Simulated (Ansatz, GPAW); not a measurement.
This is a calculation of Nb for Ansatz 0.2.0. This isn't the form of Nb at room conditions, which is bcc.

File input.yaml:

```yaml
crystal:
  lattice:
    - [2.71964, 0.0, 0.0]
    - [0.0, 2.71964, 0.0]
    - [0.0, 0.0, 2.71964]
  atoms:
    - { symbol: Nb, position: [0.5, 0.5, 0.5] }
hamiltonian:
  xc: pbe
  pseudopotentials: { kind: paw }
kpoints:
  mp_grid: { grid: [10, 10, 10] }
scf:
  occupations: { method: fermi_dirac, width: 0.05 }
output:
  forces: true
  stress: true
  eigenvalues: true
```

Potentials or basis: Ansatz PAW.

The run is started by

```console
$ ansatz run input.yaml --threads 1 --pin off --max-ram 3584MiB --backend cpu --events-out ev --progress --plain --runs-dir out
```

What does the same run look like in GPAW 26.7.0 (ASE script)? Potentials or basis there: GPAW PAW data sets (gpaw-data 1.2.1), cutoff 600 eV.

As run (cutoffs and basis follow the program's own potentials, and thresholds, step limits or extra output files can differ):

Contents of run.py:

```python
from ase import Atoms
from ase.dft.bandgap import bandgap
from ase.io import write
from ase.units import GPa
from gpaw import GPAW, PW

atoms = Atoms(['Nb'],
              cell=[[2.71964, 0.0, 0.0],
                    [0.0, 2.71964, 0.0],
                    [0.0, 0.0, 2.71964]],
              scaled_positions=[[0.5, 0.5, 0.5]],
              pbc=True)

calc = GPAW(mode=PW(600),
            xc='PBE',
            kpts={'size': (10, 10, 10), 'gamma': True},
            occupations={'name': 'fermi-dirac', 'width': 0.05},
            nbands=15,
            convergence={'density': 1e-05, 'energy': 1e-05},
            maxiter=150,
            txt='gpaw.txt')
atoms.calc = calc
energy = atoms.get_potential_energy()
forces = atoms.get_forces()
stress = atoms.get_stress()
calc.write('gs.gpw')
write('result.traj', atoms)
print(f'Energy: {energy:.6f} eV')
print('Forces (eV/A):')
print(forces.round(4))
print('Stress (GPa):', (stress / GPa).round(3))
print('Fermi level:', round(calc.get_fermi_level(), 4), 'eV')
print(f'Gap: {bandgap(calc)[0]:.4f} eV, direct: {bandgap(calc, direct=True)[0]:.4f} eV')
```

Potentials or basis: GPAW PAW data sets (gpaw-data 1.2.1), pw.

The run is started by

```bash
$ OMP_NUM_THREADS=1 python run.py
```

Both were run:

|  | Ansatz | GPAW |
| --- | --- | --- |
| Pressure | 0.5 GPa | -0.1 GPa |

Ansatz's pressure holds a Pulay term of +0.03 GPa for its cutoff of 420 eV, which the other run lacks.

Where Ansatz's input types no cutoff or centring, it takes its own default and a Γ-centred mesh.

Pressure is positive in compression.
